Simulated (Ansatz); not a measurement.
## GaSb: do energies and stresses tell the same story?

Theory: DFT PBEsol, scalar-relativistic, plane waves, PAW in Ansatz 0.2.0.

Settings: cutoff 420 eV, Γ-centred mesh 12×12×12 on the computed 2-atom cell, Gaussian smearing of 0.10 eV; no spin polarisation.

Relaxed cell: F-43m, a = 6.111 Å, b = 6.111 Å, c = 6.111 Å, α = 90.00°, β = 90.00°, γ = 90.00°, 2 atoms in the primitive cell.

Energies at zero smearing and pressures from the stress tensor, at volumes with shape and atoms relaxed:
| V (Å³/atom) | E − E(first) (meV/atom) | P (GPa) |
| --- | --- | --- |
| 26.818 | 0.00 | 3.69 |
| 27.674 | -14.19 | 1.68 |
| 28.530 | -18.52 | 0.00 |
| 29.385 | -14.62 | -1.42 |
| 30.241 | -3.73 | -2.62 |

Question: Check P = −dE/dV between neighbouring volumes, and get the bulk modulus from the pressures alone.

Answer: With 1 eV/Å³ = 160.2 GPa:
```tsv
middle V (Å³/atom)	−ΔE/ΔV (GPa)	mean P (GPa)
27.246	2.656	2.686
28.102	0.810	0.840
28.958	-0.730	-0.711
29.813	-2.039	-2.021
```

The two differ by 0.03 GPa at most. The mean of two end pressures misses the average over a step by about ΔV² P″/12, up to 0.03 GPa here; with that taken off 0.01 GPa remains. Around V = 28.530 Å³/atom, the two neighbours give B = −V ΔP/ΔV = 28.530 × 3.10 / 1.712 = 51.7 GPa, against B0 = 51.5 GPa from the Birch–Murnaghan fit of the energies.